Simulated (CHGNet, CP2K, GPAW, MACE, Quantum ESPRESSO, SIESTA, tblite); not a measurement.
# LaSb (Fm-3m) (64 atoms): other programs against plane waves

Aim: forces, pressure of LaSb (Fm-3m) (64 atoms) at one geometry, from other programs and methods, against plane-wave PBE.

Results are calculated, not measured.

### 1. The cell

The cell holds 64 atoms (32 La and 32 Sb), with edges of 12.98, 12.98 and 12.98 Å. Recipe: LaSb, space group Fm-3m, structure from the Crystallography Open Database, 2 x 2 x 2 conventional cells; every coordinate displaced by a Gaussian of 0.06 Å. Then every atom was moved at random, 0.05 Å r.m.s. a Cartesian component. The density is 6.33 g/cm³.

### 2. The reference input

Quantum ESPRESSO 7.5: Kohn-Sham DFT, PBE, SSSP efficiency 1.3.0 pseudopotentials, plane waves. Its input, pw.in:

```
&control
  calculation = 'scf'
  pseudo_dir = './pseudo'
  outdir = './tmp'
  disk_io = 'none'
  tprnfor = .true.
  tstress = .true.
/
&system
  ibrav = 0
  nat = 64
  ntyp = 2
  ecutwfc = 60
  ecutrho = 480
  nosym = .true.
  occupations = 'smearing'
  smearing = 'fd'
  degauss = 0.003675
/
&electrons
  conv_thr = 3.2e-07
  electron_maxstep = 100
  mixing_beta = 0.2
  mixing_mode = 'local-TF'
  diagonalization = 'david'
/
ATOMIC_SPECIES
La 138.905 La.upf
Sb 121.760 Sb.upf
CELL_PARAMETERS angstrom
12.98000 0.00000 0.00000
0.00000 12.98000 0.00000
0.00000 0.00000 12.98000
ATOMIC_POSITIONS crystal
La 0.00869 0.99973 0.00027
La 0.99906 0.24522 0.24937
La 0.25491 0.99556 0.25498
La 0.25802 0.25019 0.00599
[... 58 atom lines left out ...]
Sb 0.48433 0.50528 0.74858
Sb 0.75757 0.75031 0.75086
K_POINTS gamma
```

```console
$ OMP_NUM_THREADS=1 mpirun -np 4 pw.x -in pw.in > output.txt
```

Wall time 27 min (4 MPI ranks of Arm Neoverse V1, shared host); peak memory 15 GiB; 1.8 h of CPU time.

It converged with an r.m.s. force component of 0.45 eV/Å and a pressure of 2.3 GPa.

### 3. What was run beside it

- CHGNet: machine-learned potential, published weights.
- CP2K 2026.2: Gaussian basis with GTH pseudopotentials and a plane-wave density; labels give functional, basis (MOLOPT sets; SR short-range, UZH the newer set with its own potentials), grid cutoff/relative cutoff and solver (OT: orbital transformation; TRS4, TC2, SIGN: linear-scaling purification with its sparsity filter), or its built-in tight binding.
- GPAW 26.7.0: PAW with atomic orbitals (LCAO), plane waves or a real-space grid of spacing h.
- MACE: machine-learned potential, published weights.
- SIESTA 5.4.2: numerical atomic orbitals, whose automatically made sets are far from complete, with PseudoDojo norm-conserving potentials that we converted to its format (checked against plane waves on the same files for H, C, O, Si, Ge and Ca alone); labels give functional, basis size, energy shift and mesh cutoff.
- tblite 0.8.0: extended tight binding, driven from Python.

All use the same cell and atoms, and the electronic-structure runs the same k-mesh.

### 4. Side by side

Differences are against the reference: forces as r.m.s. over components, share as that over the reference's r.m.s. force, slope as the fitted ratio of a run's forces to the reference's.

```tsv
run	Δ force, r.m.s. (meV/Å)	share (%)	slope	Δ pressure (GPa)	cores	CPU time	memory (GiB)
reference	-	-	-	-	4	1.8 h	15
CHGNet 0.3.0 potential	226	50.8	0.508	-1.12	1	5.2 s	0.47
CHGNet r2SCAN potential	271	61.0	0.408	-0.172	1	4.2 s	0.49
CP2K PBE+D3, DZVP-MOLOPT-SR, 600/60 Ry, diagonalisation	27.0	6.07	1.010	-0.810	2	13 min	6.1
CP2K PBE, DZVP-MOLOPT (SR for La, Sb), 600/60 Ry, diagonalisation	23.3	5.25	1.019	0.440	4	13 min	9.7
CP2K PBE, DZVP-MOLOPT-SR, 300/60 Ry, diagonalisation (coarse)	23.3	5.25	1.019	0.440	2	12 min	2.8
CP2K PBE, DZVP-MOLOPT-SR, 420/60 Ry, diagonalisation (coarse)	23.3	5.25	1.019	0.440	2	14 min	4.0
CP2K PBE, DZVP-MOLOPT-SR, 600/20 Ry, diagonalisation (coarse)	46.2	10.4	0.997	0.451	2	8.8 min	6.1
CP2K PBE, DZVP-MOLOPT-SR, 600/60 Ry, diagonalisation	23.3	5.25	1.019	0.440	2	13 min	6.1
CP2K PBE, TZVP-MOLOPT (SR for La, Sb), 600/60 Ry, diagonalisation	22.5	5.06	1.016	0.464	4	16 min	11
CP2K PBEsol, PBE potentials, DZVP-MOLOPT-SR, 600/60 Ry, diagonalisation	31.6	7.11	0.994	-1.20	2	13 min	6.1
GPAW PBE, plane waves 550 eV	3.53	0.793	0.993	-0.141	2	38 min	2.9
MACE MPA-0 medium potential	120	27.0	1.123	0.0157	1	9.8 s	0.71
SIESTA PBE, DZ, shift 0.01 Ry, mesh 300 Ry (coarse)	231	52.0	0.636	-2.09	1	4.1 min	1.3
SIESTA PBE, DZP, shift 0.01 Ry, mesh 200 Ry	46.5	10.5	1.006	0.477	2	5.2 min	1.5
SIESTA PBE, DZP, shift 0.01 Ry, mesh 300 Ry	46.5	10.5	1.006	0.447	2	8.4 min	2.1
tblite GFN1-xTB	438	98.4	0.061	-17.7	1	9.5 s	0.13
```

Rows marked coarse were listed beforehand as settings not expected to be converged; some can still land near the reference.

Times of the machine-learned potentials are mostly Python's start and the loading of weights.

Runs without a result: GPAW PBE, LCAO dzp, h 0.2 Å (cut off at its time limit); SIESTA PBE, SZ, shift 0.01 Ry, mesh 300 Ry (cut off at its time limit); SIESTA PBE, DZP, shift 0.002 Ry, mesh 300 Ry (cut off at its time limit); GPAW PBE, LCAO sz(dzp), h 0.2 Å (stopped at the start); GPAW PBE, LCAO szp(dzp), h 0.2 Å (stopped at the start).

CPU time is summed over cores on shared hosts, so it is rough.

### 5. Findings

Forces lie from 0.79 % (GPAW PBE, plane waves 550 eV) to 98 % (tblite GFN1-xTB) of the reference's r.m.s. force of 0.45 eV/Å away from it. Other PBE runs on plane waves or a grid: GPAW PBE, plane waves 550 eV 0.79 % of the r.m.s. force; the reference has errors of its own, so differences under a few per cent don't tell which side is nearer the exact PBE result. The PBE runs in local orbitals, coarse settings apart, differ by 5.1 % (CP2K PBE, TZVP-MOLOPT (SR for La, Sb), 600/60 Ry, diagonalisation) to 10 % (SIESTA PBE, DZP, shift 0.01 Ry, mesh 300 Ry); basis, grid and potentials can all enter. Tight binding differs by 98 % (tblite GFN1-xTB); it is another model, with fitted parameters of its own, and the xTB methods hold dispersion.

Machine-learned potentials differ by 27 % (MACE MPA-0 medium potential) to 61 % (CHGNet r2SCAN potential); they were trained on other programs' data, some at another functional. Among those trained on PBE data the slope goes as low as 0.51. Rows with another functional or a dispersion term differ by 6.1 % (CP2K PBE+D3, DZVP-MOLOPT-SR, 600/60 Ry, diagonalisation) to 7.1 % (CP2K PBEsol, PBE potentials, DZVP-MOLOPT-SR, 600/60 Ry, diagonalisation), which mixes the change of model with differences of basis and potentials, some of them made for another functional. Runs with settings chosen to be coarse differ by 5.2 % (CP2K PBE, DZVP-MOLOPT-SR, 420/60 Ry, diagonalisation) to 52 % (SIESTA PBE, DZ, shift 0.01 Ry, mesh 300 Ry), their programs' other errors included. From CP2K PBE, DZVP-MOLOPT-SR, 300/60 Ry, diagonalisation to the finer CP2K PBE, DZVP-MOLOPT-SR, 600/60 Ry, diagonalisation the share goes from 5.25 to 5.25 %, so the grid isn't what parts these runs from the reference. From SIESTA PBE, DZP, shift 0.01 Ry, mesh 200 Ry to the finer SIESTA PBE, DZP, shift 0.01 Ry, mesh 300 Ry the share goes from 10.5 to 10.5 %, so the grid isn't what parts these runs from the reference. Pressures at PBE, coarse settings apart, lie -0.14 to +0.48 GPa from the reference's.

**Limits.** Periodic xTB results under one method name differ between programs and library versions. The potentials hold different valence shells: 832 electrons in the reference, 512 in CP2K with TZVP-MOLOPT; this bears on time and differences. The reference's pressure holds the uncorrected Pulay stress of its 60 Ry basis, so small pressure differences may be the reference's own error. Machine-learned potentials mimic data converged in k, so the reference's own k-point error enters their differences. The electronic-structure runs sample only Γ, in a cell whose shortest periodic width is 13 Å. Spin–orbit coupling is left out, which matters for the levels of the heavy elements. The reference's pressure of 2.3 GPa reflects the volume that the recipe set, positions that aren't this level's minimum and the coarse k-sampling. Where levels are smeared, the DFT runs use Fermi–Dirac occupations at 580 K (0.05 eV), and energies are free energies. The atoms were displaced at random, and shares hang on the size of the forces that this gives. The reference's cutoffs and mesh weren't converged further here.

[Logs are printed without paths, hosts, clocks, repeated set-up lines and the standing remarks that a program may print on its own settings, such as how far it seeks lower states.]

[Hosts, paths, dates, database ids (printed as entryN), source tags and the programs' standing remarks are cut or masked in the printed files.]

[Cells were taken only where this reference lay near another plane-wave run.]
